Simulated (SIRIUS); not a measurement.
The system is CaO.

```xyz
2
Lattice="0.0000 2.4036 2.4036 2.4036 0.0000 2.4036 2.4036 2.4036 0.0000" Properties=species:S:1:pos:R:3 pbc="T T T"
Ca    0.0000    0.0000    0.0000
O     2.4036    2.4036    2.4036
```

The cell is a database's computed one.

| Property | Result |
| --- | --- |
| Program | SIRIUS 7.10.0 |
| Task | single point |
| Functional | PBE |
| Potentials or basis | PseudoDojo 0.4.1 PBE standard (scalar relativistic) |
| Cutoff | 1152 eV |
| Density cutoff | 4606 eV |
| k mesh | 10 × 10 × 10 |
| Occupations | fermi-dirac, width 0.05 eV |
| Spin | no spin polarisation |

On this cell: pressure 1.3 GPa; largest force zero by symmetry; band gap on the k mesh 3.66 eV.

The same run follows on a disturbed copy (atoms moved at random, drawn with an rms of 0.05 Å):

```xyz
2
Lattice="0.0000 2.4036 2.4036 2.4036 0.0000 2.4036 2.4036 2.4036 0.0000" Properties=species:S:1:pos:R:3 pbc="T T T"
Ca   -0.0231    0.0124    0.0167
O     2.3918    2.4110    2.4542
```

Problem. What changes?

Solution. The energy moves by +1.0 meV/atom; pressure 1.4 GPa; largest force 0.107 eV/Å; band gap on the k mesh 3.67 eV.

Forces on the atoms (eV/Å):
```
Ca   0.033 -0.015  0.100
O   -0.033  0.015 -0.100
```

Stress tensor (GPa, compression positive):
```
 1.31  0.00 -0.01
 0.00  1.29  0.00
-0.01  0.00  1.46
```

A k mesh can miss the band edges.
